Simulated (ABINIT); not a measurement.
Something may be wrong with this ABINIT 10.8.3 (patched build) calculation of ZrS2.

File run.abi:

```
# Pseudopotentials
pp_dirpath "./"
pseudos "Zr.GGA_PBE-ansatz.xml, S.GGA_PBE-ansatz.xml"

# Structure
acell 3*1.0 Angstrom
rprim
     3.6913825498     0.0000000000     0.0000000000
    -1.8456912749     3.1968310632     0.0000000000
     0.0000000000     0.0000000000     6.0410770100
ntypat 2
znucl 40 16
natom 3
typat 1 2 2
xcart
     0.0000000000     0.0000000000     0.0000000000
    -0.0000000002     2.1312207089     1.4372324502
     1.8456912751     1.0656103543     4.6038445598 Angstrom

# Plane-wave basis
ecut 18.0
pawecutdg 36.0
pawovlp 30

# k points
kptopt 1
ngkpt 6 6 4
nshiftk 1
shiftk 0.0 0.0 0.0

# Exchange and correlation
ixc -497498
usekden 1
pawxcdev 0

# Bands and occupations
nband 16
occopt 3
tsmear 0.05 eV

# SCF cycle
nstep 75

# Output
iomode 3
prtwf 0
prtden 0
prteig 0
prtebands 0
enunit 1
```

Potentials or basis: Ansatz PAW PBE default generated set, frozen core.

Launch:

```bash
$ mpirun --bind-to none -np 4 abinit run.abi > log 2>&1
```

run.abo:

```text
.Version 10.8.3 of ABINIT
 Symmetries : space group P-3 m 1 (#164); Bravais hP (primitive hexag.)
================================================================================
 Values of the parameters that define the memory need of the present run
     intxc =       0    ionmov =       0      iscf =      17    lmnmax =      33
     lnmax =       9     mgfft =      45  mpssoang =       4    mqgrid =    3084
     natom =       3  nloc_mem =       2    nspden =       1   nspinor =       1
    nsppol =       1      nsym =      12    n1xccc =       1    ntypat =       2
    occopt =       3   xclevel =       2
       mpw =        1764          nfft =       40500          nkpt =          24
[... 54 lines left out ...]

 chkinp: Checking input parameters for consistency.

--- !ERROR
message: |
    For the SCF case, one and only one of the input tolerance criteria
    toldff, tolrff, toldfe, toldmag or tolvrs must differ from zero, while they are
    toldff=  0.000000E+00, tolrff=  0.000000E+00, toldfe=  0.000000E+00
[... 2 lines left out ...]
...

Checking consistency of input data against itself revealed some problem(s).
So, stopping. The details of the problem(s) are given in the error file or the standard output file (= "log" file).
In parallel, the details might not even be printed there. Then, try running in sequential to see the details.

--- !ERROR
message: |
    Checking consistency of input data against itself gave 1 inconsistency.
    The details of the problem can be FOUND ABOVE (or in output or log file).
    In parallel, the details might not even be printed there. Then, try running in sequential to see the details.
...

--- !ERROR
message: |
    Checking consistency of input data against itself gave 1 inconsistency.
    The details of the problem can be FOUND ABOVE (or in output or log file).
    In parallel, the details might not even be printed there. Then, try running in sequential to see the details.
...
```

What happened, and what is wrong with the input?

The input was rejected before any iteration. The input holds a flaw that was put in on purpose: no stopping criterion (tolvrs = left out).
